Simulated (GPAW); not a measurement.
# Co2 Re2 Co2 0001: which magnetic order is lowest

Does Co2 Re2 Co2 0001 prefer parallel or opposed moments, or none?

Main program and level: GPAW 26.7.0; PBE; plane waves with GPAW's PAW setups, scalar-relativistic.

## Step 1: Starting point

The cell holds 6 atoms: 4 Co and 2 Re. Cell: a = 2.761 Å, b = 2.761 Å, c = 21.497 Å, α = 90.0°, β = 90.0°, γ = 120.0°. ideal sites on the substrate's mesh, layer spacings from atomic volumes, unrelaxed, 12 A of vacuum. Vacuum lies along c.

## Step 2: Order 1, typed as ferro ++++

The parallel start comes first: it fits the smallest cell, keeps the most symmetry and shows whether parallel moments form.

order1.py

```python
import json
import numpy as np
from ase import Atoms
from ase.parallel import paropen, parprint
from gpaw import GPAW

atoms = Atoms(['Co', 'Co', 'Re', 'Re', 'Co', 'Co'],
    cell=[[2.761, 0.0, 0.0],
         [-1.3805, 2.391096, 0.0],
         [0.0, 0.0, 21.497386]],
    scaled_positions=[[0.0, 0.0, 0.279104],
         [0.333333, 0.666667, 0.357316],
         [0.0, 0.0, 0.448211],
         [0.333333, 0.666667, 0.551789],
         [0.0, 0.0, 0.642684],
         [0.333333, 0.666667, 0.720896]],
    pbc=True,
    magmoms=[1.8, 1.8, 0.0, 0.0, 1.8, 1.8])
atoms.calc = GPAW(mode={'name': 'pw', 'ecut': 450},
    xc='PBE',
    kpts={'size': (20, 20, 1), 'gamma': True},
    occupations={'name': 'fermi-dirac', 'width': 0.05},
    convergence={'density': 1e-05, 'energy': 1e-05},
    maxiter=200,
    mixer={'name': 'pulay', 'beta': 0.03, 'nmaxold': 8, 'weight': 100},
    symmetry={'tolerance': 1e-4},
    txt='order1.txt')
e = atoms.get_potential_energy(force_consistent=True)
res = {'free_energy': e, 'energy_sigma0': atoms.get_potential_energy(), 'fermi_energy': atoms.calc.get_fermi_level()}
res['moments'] = atoms.get_magnetic_moments().tolist()
res['total'] = atoms.get_magnetic_moment()
parprint('site moments (muB):', np.round(res['moments'], 3))
parprint(f"total moment: {res['total']:.3f} muB")
parprint(f'free energy: {e:.6f} eV')
atoms.calc.write('order1.gpw')
with paropen('results.json', 'w') as f:
    json.dump(res, f)
```

Run with:

```
$ OMP_NUM_THREADS=1 mpirun -n 4 gpaw python order1.py > order1.log
```

Numbers of over 12 decimals in the logs are rounded to 6 here.

Output:

```text
site moments (muB): [ 1.873  1.377 -0.013 -0.013  1.377  1.873]
total moment: 6.404 muB
free energy: -52.731736 eV

--- order1.txt ---
Input parameters:
  mode=PW(ecut=450),
  convergence={'density': 1e-05, 'energy': 1e-05},
  kpts=MonkhorstPack(size=(20, 20, 1), gamma=True),
  maxiter=200,
  mixer=Pulay(name='pulay', nmaxold=8, beta=0.03, weight=100, sigma=0.015, g_ss=None),
  occupations=Occupations(name='fermi-dirac', width=0.05),
  symmetry=Symmetry(tolerance=0.0001),
  xc=XC(name='PBE')

Diagonalizing LCAO Hamiltonian
Converting LCAO to pw mode

        Co

       Co
        Re

       Re
        Co

       Co

Atoms  # Å, Bohr magnetons
|   | symbol |         x |        y |         z |    initial magnetic moments |
|---|--------|-----------|----------|-----------|-----------------------------|
| 0 |     Co |  0.000000 | 0.000000 |  6.000006 | ( 0.0000,  0.0000,  1.8000) |
| 1 |     Co | -0.000001 | 1.594065 |  7.681360 | ( 0.0000,  0.0000,  1.8000) |
| 2 |     Re |  0.000000 | 0.000000 |  9.635365 | ( 0.0000,  0.0000,  0.0000) |
| 3 |     Re | -0.000001 | 1.594065 | 11.862021 | ( 0.0000,  0.0000,  0.0000) |
| 4 |     Co |  0.000000 | 0.000000 | 13.816026 | ( 0.0000,  0.0000,  1.8000) |
| 5 |     Co | -0.000001 | 1.594065 | 15.497380 | ( 0.0000,  0.0000,  1.8000) |

Unit cell  # Å
| periodic |         x |        y |         z |   lengths |     angles |
|----------|-----------|----------|-----------|-----------|------------|
|      yes |  2.761000 | 0.000000 |  0.000000 |  2.761000 |  90.000000 |
|      yes | -1.380500 | 2.391096 |  0.000000 |  2.761000 |  90.000000 |
|      yes |  0.000000 | 0.000000 | 21.497386 | 21.497386 | 120.000001 |

Number of symmetries: 6

BZ-sampling:
  Number of BZ points: 400
  Number of IBZ points: 44

  Monkhorst-Pack size: [20, 20, 1]
  Monkhorst-Pack shift: [0.025, 0.025, 0.0]

K-points  # in reciprocal-cell coordinates
|     |                                coordinates |     weight |
|-----|--------------------------------------------|------------|
|   0 | ( -0.00000000,  -0.00000000,   0.00000000) | 0.00250000 |
|   1 | (  0.05000000,  -0.00000000,   0.00000000) | 0.01500000 |
|   2 | (  0.10000000,  -0.05000000,   0.00000000) | 0.01500000 |
|   3 | (  0.10000000,  -0.00000000,   0.00000000) | 0.01500000 |
|   4 | (  0.15000000,  -0.05000000,   0.00000000) | 0.03000000 |
|   5 | (  0.15000000,  -0.00000000,   0.00000000) | 0.01500000 |
|   6 | (  0.20000000,  -0.10000000,   0.00000000) | 0.01500000 |
|   7 | (  0.20000000,  -0.05000000,   0.00000000) | 0.03000000 |
|   8 | (  0.20000000,  -0.00000000,   0.00000000) | 0.01500000 |
|   9 | (  0.25000000,  -0.10000000,   0.00000000) | 0.03000000 |
| ... |                                            |            |
|  43 | (  0.50000000,   0.50000000,   0.00000000) | 0.00750000 |

Plane wave coefficients: 3102
Cutoff: 450.000000 eV

Spin-components: 2 (collinear spins)
Bands:           46
Projectors:      36
Spin-degeneracy: 1
Datatype:        complex128

Parallelization:
  kpt:    4
  domain: 1
  band:   1

Density:
  Valence electrons: 62.0
  Components: 2
  Grid points: [ 14  14 108]
  Charge: 0.0  # |e|

Potential:
  Grid points: [ 14  14 108]

species:
  Co:
    name:    Cobalt
    Z:       27.0
    valence: 9
    core:    18
    charge:  0.0  # [|e|]
    compensation charges:
      type: gauss
      rc: 0.32  # [Å]
      lmax: 2
    cutoffs:
      filter: 1.87  # [Å]
      core: 2.55  # [Å]
    projectors
    | kind |    occ | energy [eV] | rcut [Å] |
    |------|--------|-------------|----------|
    |   4s |  2.000 |      -5.469 |    1.005 |
    |   4p |  0.000 |      -1.277 |    1.058 |
    |   3d |  7.000 |      -8.205 |    1.005 |
    |    s |        |      21.742 |    1.005 |
    |    p |        |      25.934 |    1.058 |
    |    d |        |      19.007 |    1.005 |

    Using partial waves for Co as LCAO basis

  Re:
    name:    Rhenium
    Z:       75.0
    valence: 13
    core:    62
    charge:  0.0  # [|e|]
    compensation charges:
      type: gauss
      rc: 0.42  # [Å]
      lmax: 2
    cutoffs:
      filter: 2.40  # [Å]
      core: 2.76  # [Å]
    projectors
    | kind |    occ | energy [eV] | rcut [Å] |
    |------|--------|-------------|----------|
    |   6s |  2.000 |      -5.924 |    1.376 |
    |   5p |  6.000 |     -47.045 |    1.376 |
    |   6p |  0.000 |      -1.325 |    1.376 |
    |   5d |  5.000 |      -5.383 |    1.307 |
    |    s |        |      21.287 |    1.376 |
    |    d |        |      21.828 |    1.307 |

    Using partial waves for Re as LCAO basis

Reference energy: -1058985.950654  # eV

eigensolver:
  PPCG
  Converge bands: occupied
  niter=2

density mixing:
  Pulay-Mixer
  Linear mixing parameters: 0.03
  Old densities: 8
  Fourier metric: weight=100, sigma=0.015

occupation numbers:
  Fermi-Dirac:
    width: 0.0500  # eV

poisson solver:
  ecut: 3600.000000  # eV

xc functional:
  name: PBE with 2 nearest neighbor stencil

convergence criteria:
- Maximum integral of absolute [dens]ity change: 1e-05 electrons / valence electron
- Maximum [total energy] change in last 3 cyles: 1e-05 eV / valence electron
- Maximum integral of absolute [eigenst]ate change: 4e-08 eV^2 / valence electron
maximum number of iterations: 200

SCF iterations
|iter     |      energy | eigst |  dens |  magmom |
|---------|-------------|-------|-------|---------|
|iter:   1|       0s |  -55.210165 | +0.34 |       |  +7.2095|
|iter:   2|       5s |  -54.375251 | -1.03 | -0.86 |  +7.1435|
|iter:   3|      10s |  -53.596979 | -1.85 | -0.95 |  +7.1440|
|iter:   4|      16s |  -53.274555 | -2.38 | -1.09 |  +7.1022|
|iter:   5|      21s |  -52.622610 | -1.04 | -1.14 |  +6.9004|
|iter:   6|      26s |  -52.617272 | -2.43 | -1.32 |  +6.8964|
|iter:   7|      31s |  -52.618542 | -3.43 | -1.33 |  +6.8965|
|iter:   8|      36s |  -52.684748 | -2.26 | -1.33 |  +6.8382|
|iter:   9|      41s |  -52.571300 | -2.09 | -1.33 |  +6.8159|
|iter:  10|      47s |  -52.598434 | -2.29 | -1.44 |  +6.6899|
[... 36 iterations left out ...]
|iter:  47|     223s |  -52.697144c| -7.82c| -4.41 |  +6.4033|
|iter:  48|     227s |  -52.697144c| -7.98c| -4.47 |  +6.4033|
|iter:  49|     231s |  -52.697144c| -8.26c| -4.52 |  +6.4033|
|iter:  50|     235s |  -52.697144c| -8.35c| -4.55 |  +6.4034|
|iter:  51|     239s |  -52.697144c| -8.21c| -4.59 |  +6.4034|
|iter:  52|     242s |  -52.697144c| -8.48c| -4.70 |  +6.4035|
|iter:  53|     245s |  -52.697144c| -8.43c| -4.77 |  +6.4035|
|iter:  54|     248s |  -52.697144c| -8.45c| -4.83 |  +6.4036|
|iter:  55|     250s |  -52.697144c| -8.64c| -4.97 |  +6.4036|
|iter:  56|     253s |  -52.697144c| -8.93c| -5.03c|  +6.4036|

Converged in 56 steps
Energy contributions relative to reference atoms: (reference = -1058985.950654)

Energy contributions:
  Kinetic:          43.745023
  Coulomb:         -40.781039
  Zero:              1.070026
  External:          0.000000
  Xc:              -56.696564
  Entropy:          -0.069182
  Spinorbit:         0.000000
  ----------------------------
  Free energy:     -52.731736
  Extrapolated:    -52.697144

dipole moment: (-19.893492, -16.682709, -0.000045)  # |e|*Ang

Total magnetic moment: (0.000000, 0.000000, 6.403582)

Local magnetic moments
|        x |        y |         z |
|----------|----------|-----------|
| 0.000000 | 0.000000 |  1.872598 |  # Co   0
| 0.000000 | 0.000000 |  1.376717 |  # Co   1
| 0.000000 | 0.000000 | -0.013463 |  # Re   2
| 0.000000 | 0.000000 | -0.013464 |  # Re   3
| 0.000000 | 0.000000 |  1.376725 |  # Co   4
| 0.000000 | 0.000000 |  1.872598 |  # Co   5

Fermi level: 4.227
Eigenvalues  # (at kpt = [-0.000, -0.000, 0.000])
| band index |      eig [eV] | occ [0-1] |      eig [eV] | occ [0-1] |
|------------|---------------|-----------|---------------|-----------|
|          0 |       -37.983 |     1.000 |       -37.996 |     1.000 |
|        ... |               |           |               |           |
|         26 |         2.465 |     1.000 |         3.623 |     1.000 |
|         27 |         2.622 |     1.000 |         4.106 |     0.918 |
|         28 |         2.813 |     1.000 |         4.112 |     0.909 |
|         29 |         2.813 |     1.000 |         4.112 |     0.909 |
|         30 |         2.829 |     1.000 |         4.149 |     0.824 |
|         31 |         2.829 |     1.000 |         4.342 |     0.091 |
|         32 |         2.895 |     1.000 |         4.342 |     0.091 |
|         33 |         3.600 |     1.000 |         5.003 |     0.000 |
|         34 |         3.600 |     1.000 |         5.003 |     0.000 |
|         35 |         3.693 |     1.000 |         5.083 |     0.000 |
|         36 |         3.693 |     1.000 |         5.083 |     0.000 |
|         37 |         5.142 |     0.000 |         5.352 |     0.000 |
|         38 |         5.780 |     0.000 |         5.960 |     0.000 |
|         39 |         5.780 |     0.000 |         6.023 |     0.000 |
|         40 |         5.796 |     0.000 |         6.023 |     0.000 |
|         41 |         7.112 |     0.000 |         7.200 |     0.000 |
|        ... |               |           |               |           |
|         45 |        11.047 |     0.000 |        11.171 |     0.000 |

No gap
No difference between direct/indirect transitions
```

It took 4.4 min on 4 MPI ranks of Intel Xeon at 2.70GHz, shared host; peak memory 1.1 GiB.

Spin moment in the augmentation sphere by atom:

| atom | spin moment in the augmentation sphere (μB) |
| --- | --- |
| Co1 | 1.87 |
| Co2 | 1.38 |
| Re3 | -0.01 |
| Re4 | -0.01 |
| Co5 | 1.38 |
| Co6 | 1.87 |

This step gave:

| Property | Result |
| --- | --- |
| magnetization | 6.404 μB |
| final state | ferromagnetic |

After 56 cycles the largest moment stands at 1.87 μB.

## Step 3: Run 2 (antiferro ++--)

Reversing part of the moments tests the sign of the couplings between them.

order2.py is the script of step 2 with these lines changed:

```diff
@@ -17,3 +17,3 @@
     pbc=True,
-    magmoms=[1.8, 1.8, 0.0, 0.0, 1.8, 1.8])
+    magmoms=[1.8, 1.8, 0.0, 0.0, -1.8, -1.8])
 atoms.calc = GPAW(mode={'name': 'pw', 'ecut': 450},
@@ -26,3 +26,3 @@
     symmetry={'tolerance': 1e-4},
-    txt='order1.txt')
+    txt='order2.txt')
 e = atoms.get_potential_energy(force_consistent=True)
@@ -34,3 +34,3 @@
 parprint(f'free energy: {e:.6f} eV')
-atoms.calc.write('order1.gpw')
+atoms.calc.write('order2.gpw')
 with paropen('results.json', 'w') as f:
```

Run with:

```
$ OMP_NUM_THREADS=1 mpirun -n 4 gpaw python order2.py > order2.log
```

Output:

```text
site moments (muB): [ 1.87   1.335 -0.09   0.09  -1.335 -1.87 ]
total moment: -0.000 muB
free energy: -52.723517 eV

--- order2.txt ---
Input parameters:
  mode=PW(ecut=450),
  convergence={'density': 1e-05, 'energy': 1e-05},
  kpts=MonkhorstPack(size=(20, 20, 1), gamma=True),
  maxiter=200,
  mixer=Pulay(name='pulay', nmaxold=8, beta=0.03, weight=100, sigma=0.015, g_ss=None),
  occupations=Occupations(name='fermi-dirac', width=0.05),
  symmetry=Symmetry(tolerance=0.0001),
  xc=XC(name='PBE')

Diagonalizing LCAO Hamiltonian
Converting LCAO to pw mode

        Co

       Co
        Re

       Re
        Co

       Co

Atoms  # Å, Bohr magnetons
|   | symbol |         x |        y |         z |    initial magnetic moments |
|---|--------|-----------|----------|-----------|-----------------------------|
| 0 |     Co |  0.000000 | 0.000000 |  6.000006 | ( 0.0000,  0.0000,  1.8000) |
| 1 |     Co | -0.000001 | 1.594065 |  7.681360 | ( 0.0000,  0.0000,  1.8000) |
| 2 |     Re |  0.000000 | 0.000000 |  9.635365 | ( 0.0000,  0.0000,  0.0000) |
| 3 |     Re | -0.000001 | 1.594065 | 11.862021 | ( 0.0000,  0.0000,  0.0000) |
| 4 |     Co |  0.000000 | 0.000000 | 13.816026 | ( 0.0000,  0.0000, -1.8000) |
| 5 |     Co | -0.000001 | 1.594065 | 15.497380 | ( 0.0000,  0.0000, -1.8000) |

Unit cell  # Å
| periodic |         x |        y |         z |   lengths |     angles |
|----------|-----------|----------|-----------|-----------|------------|
|      yes |  2.761000 | 0.000000 |  0.000000 |  2.761000 |  90.000000 |
|      yes | -1.380500 | 2.391096 |  0.000000 |  2.761000 |  90.000000 |
|      yes |  0.000000 | 0.000000 | 21.497386 | 21.497386 | 120.000001 |

Number of symmetries: 6

BZ-sampling:
  Number of BZ points: 400
  Number of IBZ points: 44

  Monkhorst-Pack size: [20, 20, 1]
  Monkhorst-Pack shift: [0.025, 0.025, 0.0]

Plane wave coefficients: 3102
Cutoff: 450.000000 eV

Spin-components: 2 (collinear spins)
Bands:           42
Projectors:      36
Spin-degeneracy: 1
Datatype:        complex128

Parallelization:
  kpt:    4
  domain: 1
  band:   1

Density:
  Valence electrons: 62.0
  Components: 2
  Grid points: [ 14  14 108]
  Charge: 0.0  # |e|

Potential:
  Grid points: [ 14  14 108]

[... setups left out ...]
Reference energy: -1058985.950654  # eV

eigensolver:
  PPCG
  Converge bands: occupied
  niter=2

density mixing:
  Pulay-Mixer
  Linear mixing parameters: 0.03
  Old densities: 8
  Fourier metric: weight=100, sigma=0.015

occupation numbers:
  Fermi-Dirac:
    width: 0.0500  # eV

poisson solver:
  ecut: 3600.000000  # eV

xc functional:
  name: PBE with 2 nearest neighbor stencil

convergence criteria:
- Maximum integral of absolute [dens]ity change: 1e-05 electrons / valence electron
- Maximum [total energy] change in last 3 cyles: 1e-05 eV / valence electron
- Maximum integral of absolute [eigenst]ate change: 4e-08 eV^2 / valence electron
maximum number of iterations: 200

SCF iterations
|iter     |      energy | eigst |  dens |  magmom |
|---------|-------------|-------|-------|---------|
|iter:   1|       0s |  -55.230622 | +0.35 |       |  -0.0000|
|iter:   2|       5s |  -54.356557 | -0.88 | -0.86 |  +0.0000|
|iter:   3|       9s |  -53.617225 | -1.67 | -0.94 |  +0.0000|
|iter:   4|      16s |  -53.297322 | -2.25 | -1.08 |  -0.0000|
|iter:   5|      23s |  -52.621636 | -0.82 | -1.13 |  +0.0008|
|iter:   6|      27s |  -52.624168 | -2.39 | -1.32 |  +0.0003|
|iter:   7|      33s |  -52.649754 | -2.85 | -1.33 |  -0.0001|
|iter:   8|      37s |  -52.611778 | -3.11 | -1.32 |  -0.0001|
|iter:   9|      41s |  -52.607305 | -1.64 | -1.36 |  +0.0001|
|iter:  10|      46s |  -52.612707 | -2.54 | -1.62 |  +0.0001|
[... 31 iterations left out ...]
|iter:  42|     179s |  -52.691709c| -8.01c| -4.55 |  +0.0000|
|iter:  43|     181s |  -52.691709c| -8.37c| -4.57 |  -0.0000|
|iter:  44|     184s |  -52.691709c| -8.54c| -4.58 |  +0.0000|
|iter:  45|     186s |  -52.691709c| -8.96c| -4.58 |  -0.0000|
|iter:  46|     189s |  -52.691709c| -8.69c| -4.61 |  +0.0000|
|iter:  47|     191s |  -52.691709c| -8.75c| -4.66 |  -0.0000|
|iter:  48|     193s |  -52.691709c| -9.07c| -4.72 |  -0.0000|
|iter:  49|     195s |  -52.691710c| -8.74c| -4.76 |  +0.0000|
|iter:  50|     198s |  -52.691710c| -8.19c| -4.83 |  +0.0000|
|iter:  51|     200s |  -52.691710c| -8.36c| -5.12c|  -0.0000|

Converged in 51 steps
Energy contributions relative to reference atoms: (reference = -1058985.950654)

Energy contributions:
  Kinetic:          42.802195
  Coulomb:         -40.040819
  Zero:              1.073745
  External:          0.000000
  Xc:              -56.495023
  Entropy:          -0.063614
  Spinorbit:         0.000000
  ----------------------------
  Free energy:     -52.723517
  Extrapolated:    -52.691710

dipole moment: (-19.903258, -16.679558, -0.000039)  # |e|*Ang

Total magnetic moment: (0.000000, 0.000000, -0.000000)

Local magnetic moments
|        x |        y |         z |
|----------|----------|-----------|
| 0.000000 | 0.000000 |  1.870106 |  # Co   0
| 0.000000 | 0.000000 |  1.334991 |  # Co   1
| 0.000000 | 0.000000 | -0.090215 |  # Re   2
| 0.000000 | 0.000000 |  0.090213 |  # Re   3
| 0.000000 | 0.000000 | -1.334991 |  # Co   4
| 0.000000 | 0.000000 | -1.870104 |  # Co   5

Fermi level: 4.248
Eigenvalues  # (at kpt = [-0.000, -0.000, 0.000])
| band index |      eig [eV] | occ [0-1] |      eig [eV] | occ [0-1] |
|------------|---------------|-----------|---------------|-----------|
|          0 |       -38.061 |     1.000 |       -38.061 |     1.000 |
|        ... |               |           |               |           |
|         27 |         3.210 |     1.000 |         3.210 |     1.000 |
|         28 |         3.210 |     1.000 |         3.210 |     1.000 |
|         29 |         3.398 |     1.000 |         3.398 |     1.000 |
|         30 |         3.619 |     1.000 |         3.619 |     1.000 |
|         31 |         3.619 |     1.000 |         3.619 |     1.000 |
|         32 |         4.089 |     0.960 |         4.089 |     0.960 |
|         33 |         4.234 |     0.567 |         4.234 |     0.567 |
|         34 |         4.234 |     0.567 |         4.234 |     0.567 |
|         35 |         5.010 |     0.000 |         5.010 |     0.000 |
|         36 |         5.010 |     0.000 |         5.010 |     0.000 |
|         37 |         5.238 |     0.000 |         5.238 |     0.000 |
|         38 |         5.859 |     0.000 |         5.859 |     0.000 |
|         39 |         5.859 |     0.000 |         5.859 |     0.000 |
|         40 |         5.874 |     0.000 |         5.874 |     0.000 |
|         41 |         7.096 |     0.000 |         7.096 |     0.000 |

No gap
No difference between direct/indirect transitions
```

Wall time 3.5 min (4 MPI ranks); peak memory 1 GiB.

Spin moment in the augmentation sphere by atom:

| atom | spin moment in the augmentation sphere (μB) |
| --- | --- |
| Co1 | 1.87 |
| Co2 | 1.33 |
| Re3 | -0.09 |
| Re4 | 0.09 |
| Co5 | -1.33 |
| Co6 | -1.87 |

Read from the output:

| Item | Value |
| --- | --- |
| magnetization | 0 μB |
| final state | antiferromagnetic |

It lies 2.05 meV a seeded atom over the first start, and its largest moment is 1.87 μB against 1.87 μB.

## Step 4: The states side by side

These are free energies at a smearing of 0.05 eV, so its entropy term is in the differences. They are divided by the number of seeded atoms, so that cells of unlike size compare.

Orders:

| start | final state | typed order kept | energy over the lowest (meV a seeded atom) | largest site moment (μB) | net moment (μB a primitive cell) | mesh matched | CPU time (s) |
| --- | --- | --- | --- | --- | --- | --- | --- |
| ferro ++++ | ferromagnetic | yes | 0 | 1.873 | 6.404 | yes | 1063 |
| antiferro ++-- | antiferromagnetic | yes | 2.055 | 1.87 | 0 | yes | 846.6 |

## Step 5: Summary of results

| Item | Value |
| --- | --- |
| lowest state found | ferromagnetic (typed ferro ++++) |
| largest site moment | 1.87 μB |
| next state | antiferromagnetic, 2.05 meV a seeded atom higher |

**Reading.** The lowest state found is ferromagnetic, reached from the start ferro ++++, with moments up to 1.87 μB. The two lowest states lie so close that the mesh, the functional or spin–orbit coupling could swap them. Only 2 starts are shown; other collinear patterns, canted and longer-period orders are not.

[Logs and program files are shortened in this print: banners, set-up blocks, solver, clock and traceback lines can be left out without a mark of their own.]

[Logs are printed without paths, hosts, clocks, repeated set-up lines and the standing remarks that a program may print on its own settings, such as how far it seeks lower states.]

[Hosts, paths, dates, database ids (printed as entryN), source tags and the programs' standing remarks are cut or masked in the printed files.]

[Where a cell is said to come from a database of computed structures, the database is the Materials Project.]
